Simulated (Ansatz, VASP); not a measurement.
Given: the input of a run of Ansatz 0.2.0 on ZnSe (Stilleite). 

input.yaml

```yaml
crystal:
  lattice:
    - [0.0, 2.8338, 2.8338]
    - [2.8338, 0.0, 2.8338]
    - [2.8338, 2.8338, 0.0]
  atoms:
    - { symbol: Se, position: [0.75, 0.75, 0.75] }
    - { symbol: Zn, position: [0.0, 0.0, 0.0] }
hamiltonian:
  xc: pbesol
  pseudopotentials: { kind: paw }
kpoints:
  mp_grid: { grid: [8, 8, 8] }
scf:
  occupations: { method: fermi_dirac, width: 0.05 }
output:
  forces: true
  stress: true
  eigenvalues: true
relax:
  f_tol: 0.01
  max_steps: 40
  cell: { stress_tol: 0.05 }
```

Potentials or basis: Ansatz PAW.

Command:

```bash
$ ansatz run input.yaml --threads 1 --pin off --max-ram 3584MiB --backend cpu --events-out ev --progress --plain --runs-dir out
```

Problem. Translate it to VASP 6.6.1. Potentials or basis there: PBE PAW files Se, Zn, 600 eV.

Solution. As run (cutoffs and basis follow the program's own potentials, and thresholds, step limits or extra output files can differ):

INCAR

```
SYSTEM = ZnSe
PREC = Accurate
ENCUT = 600
EDIFF = 1E-6
ISMEAR = -1
SIGMA = 0.05
LREAL = .FALSE.
LASPH = .TRUE.
NELM = 100
ALGO = Normal
ISIF = 3
LWAVE = .FALSE.
LCHARG = .FALSE.
GGA = PS
IBRION = 2
NSW = 40
EDIFFG = -0.005
```

KPOINTS

```
regular mesh
0
G
  8 8 8
  0 0 0
```

File POSCAR:

```
ZnSe
1.0
    0.0000000000      2.8338000000      2.8338000000
    2.8338000000      0.0000000000      2.8338000000
    2.8338000000      2.8338000000      0.0000000000
Se Zn
1 1
Direct
    0.7500000000      0.7500000000      0.7500000000
    0.0000000000      0.0000000000      0.0000000000
```

Potentials or basis: VASP PAW PBE potentials, release 64 (Se, Zn).

Run with:

```sh
$ cat potpaw_PBE.64/Se/POTCAR potpaw_PBE.64/Zn/POTCAR > POTCAR
$ mpirun -np 1 vasp_std > vasp.out
```

Both were run:

|  | Ansatz | VASP |
| --- | --- | --- |
| Relaxed volume | 22.34 Å³/atom | 22.44 Å³/atom |
| Relaxed cell | a = 3.983 Å, b = 3.983 Å, c = 3.983 Å, α = 60.00°, β = 60.00°, γ = 60.00° | a = 3.989 Å, b = 3.989 Å, c = 3.989 Å, α = 60.00°, β = 60.00°, γ = 60.00° |
| Space group after relaxing | F-43m (No. 216) | F-43m (No. 216) |
| Pressure after relaxing | 0.0 GPa | 0.0 GPa |

Ansatz's pressure holds a Pulay term of +0.05 GPa for its cutoff of 420 eV, which the other run lacks.

The potentials hold 28 and 18 valence electrons a cell.

Ansatz's potentials were made for PBE. VASP's potentials were made for PBE.

Where Ansatz's input types no cutoff or centring, it takes its own default and a Γ-centred mesh.

Pressure is positive in compression.
